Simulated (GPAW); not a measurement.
Runs of GPAW 26.7.0 on Te2Mo. It takes space group P6_3/mmc (No. 194, hexagonal). Conventional cell: a = 3.518 Å, b = 3.518 Å, c = 13.974 Å, α = 90.00°, β = 90.00°, γ = 120.00°. Around Te (site symmetry 3m) lie 3 Mo at 2.72 Å. Around Mo (site symmetry -6m2) lie 6 Te at 2.72 Å. 

```csv
task,level,potentials or basis,U,cell,k mesh,cutoff (eV),smearing,optimizer,fmax,max steps,data set,target pressure,gap on the mesh (eV),pressure (GPa),largest force (eV/Å)
relaxation of cell and atoms,SCAN+D3(BJ),"GPAW PAW data sets (gpaw-data 1.2.1), pw",-,relaxed,5 × 5 × 2,600,fermi-dirac 0.05 eV,BFGS,0.05 eV/Å,40,-,-,0.89,0.1,0.03
single point,LDA+U,"the program's PAW data sets (release 1.2.1) made for this functional, pw",Mo d U = 3.5 eV,as given,7 × 7 × 2,450,fermi-dirac 0.01 eV,-,-,-,-,-,0.80,(a),0.38
single point,SCAN+U,"GPAW PAW data sets (gpaw-data 1.2.1), other valence, pw",Mo d U = 1 eV,as given,7 × 7 × 2,450,fermi-dirac 0.01 eV,-,-,-,"Mo 6, Te 16",-,(c),-1.1,(b)
relaxation of cell and atoms,BP86+D4,"PAW data sets generated in the run's folder for this functional, pw",-,relaxed to 1 GPa,5 × 5 × 2,600,fermi-dirac 0.05 eV,BFGS,0.02 eV/Å,40,-,1 GPa,0.32,1.0,-
```

Alike in all rows: no spin polarisation.

**Question.** Estimate the missing entries.

**Answer.** (a) -4.0; (b) 0.32; (c) 0.95.

Caveats: spin-orbit coupling is left out, which moves the levels of the heavy elements; an odd mesh through Γ misses points on the zone boundary, where band edges often lie; later steps reuse the first step's grids (some runs); the PAW data sets were made with another functional, which shifts forces and pressure a little (some runs); the cutoff is short for stress and forces, so pressures can be off by a GPa or more (some runs); the U is typed as a test and isn't derived for this compound (some runs).

A k mesh can miss the band edges, and the runs leave out spin-orbit coupling on Mo, Te.

The runs don't all hold the same shells in valence.
